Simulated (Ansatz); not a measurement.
Space group P4_2/mnm (No. 136). a = 4.827 Å, b = 4.827 Å, c = 3.238 Å, α = 90.00°, β = 90.00°, γ = 90.00°
```json
{"atom": "Sn", "site": "2a", "symmetry": "m.mm", "x": "0.0000", "y": "0.0000", "z": "0.0000"}
{"atom": "O", "site": "4g", "symmetry": "m.2m", "x": "0.8066", "y": "0.8066", "z": "0.5000"}
```

Equation of state of this SnO₂ structure (not necessarily the ground state), with shape and atoms relaxed at each volume where symmetry leaves them free. Method: Ansatz, DFT PBE, scalar-relativistic, plane waves, PAW.

Cutoff 420 eV; k points 6×6×6 on the computed 12-atom cell (Γ-centred); Gaussian smearing, width 0.02 eV; no spin polarisation.

```json
{"V (Å³/atom)": "11.068", "E − E(largest V) (meV/atom)": "71.65", "P (GPa)": "29.96", "gap on mesh (eV)": "2.08"}
{"V (Å³/atom)": "11.445", "E − E(largest V) (meV/atom)": "12.76", "P (GPa)": "20.33", "gap on mesh (eV)": "1.68"}
{"V (Å³/atom)": "11.823", "E − E(largest V) (meV/atom)": "-25.28", "P (GPa)": "12.27", "gap on mesh (eV)": "1.31"}
{"V (Å³/atom)": "12.200", "E − E(largest V) (meV/atom)": "-46.03", "P (GPa)": "5.56", "gap on mesh (eV)": "0.98"}
{"V (Å³/atom)": "12.577", "E − E(largest V) (meV/atom)": "-52.36", "P (GPa)": "0.00", "gap on mesh (eV)": "0.68"}
{"V (Å³/atom)": "12.955", "E − E(largest V) (meV/atom)": "-46.83", "P (GPa)": "-4.56", "gap on mesh (eV)": "0.42"}
{"V (Å³/atom)": "13.332", "E − E(largest V) (meV/atom)": "-31.71", "P (GPa)": "-8.21", "gap on mesh (eV)": "0.20"}
{"V (Å³/atom)": "13.835", "E − E(largest V) (meV/atom)": "0.00", "P (GPa)": "-11.81", "gap on mesh (eV)": "0.01"}
```

Question: Fit a third-order Birch–Murnaghan equation to E(V).

Answer: V0 = 12.58 Å³/atom, B0 = 165 GPa, B0' = 5.6.